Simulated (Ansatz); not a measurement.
# MgZn7O8 — 67Zn NMR of the central transition

Cell: a Materials Project structure (computed, not necessarily an observed phase), atoms as given.

```cif
data_MgZn7O8
_symmetry_space_group_name_H-M 'P3m1'
_symmetry_Int_Tables_number 156
_cell_length_a 6.4904
_cell_length_b 6.4904
_cell_length_c 5.2022
_cell_angle_alpha 90.000
_cell_angle_beta 90.000
_cell_angle_gamma 120.000
loop_
_atom_site_label
_atom_site_type_symbol
_atom_site_symmetry_multiplicity
_atom_site_Wyckoff_symbol
_atom_site_fract_x
_atom_site_fract_y
_atom_site_fract_z
Mg Mg 1 a 0.0000 0.0000 0.4994
Zn2 Zn 3 d 0.4992 0.9984 0.4976
Zn3 Zn 3 d 0.1667 0.8333 0.0003
Zn8 Zn 1 c 0.6667 0.3333 0.9983
O9 O 1 a 0.0000 0.0000 0.8787
O10 O 1 c 0.6667 0.3333 0.3801
O11 O 3 d 0.0004 0.5002 0.8796
O14 O 3 d 0.1657 0.8343 0.3810
```

One atom of each set is listed.

All values are calculated (Ansatz; DFT, r2SCAN, plane waves and PAW (field gradients read without the response of the frozen cores, which leaves them typically 4 to 6 % off), scalar-relativistic, 500 eV cutoff, Γ-centred 4×4×5 k-points, Fermi–Dirac smearing 0.02 eV), not measured.

67Zn has I = 5/2 and Q = 122.0 mb (Pyykkö 2018); at 21.1 T its Larmor frequency is ν₀ = 56.3 MHz. Only the quadrupole interaction is simulated: positions count from each site's isotropic chemical shift, and J coupling is left out, as are shift anisotropy and dipolar coupling, which fast spinning averages.

Problem. Give C_Q, η, the quadrupolar product P_Q = |C_Q|(1 + η²/3)^½, the second-order isotropic shift and the breadth of the pattern (fast magic-angle spinning) for each Zn site.

Solution. 

| site | first shell | C_Q (MHz) | η | P_Q (MHz) | δ_QIS (ppm) | breadth (kHz) |
| --- | --- | --- | --- | --- | --- | --- |
| Zn2 | 4 O at 1.97–1.99 Å; also 1 O at 3.22 Å | 2.43 | 0.75 | 2.65 | -13.2 | 1.70 |
| Zn3 | 4 O at 1.97–1.98 Å; also 1 O at 3.22 Å | 0.972 | 0.02 | 0.972 | -1.79 | 0.217 |
| Zn8 | 4 O at 1.97–1.99 Å; also 1 O at 3.22 Å | 1.77 | 0.00 | 1.77 | -5.90 | 0.712 |

δ_QIS = −(ν_Q²/30ν₀²)[I(I+1) − 3/4](1 + η²/3) × 10⁶ ppm with ν_Q = 3|C_Q|/[2I(2I−1)]; it falls as 1/B₀² in ppm, and the breadth as 1/B₀ in kHz.

An axis of threefold or higher order runs through Zn8, so V_zz lies along it and η is zero.
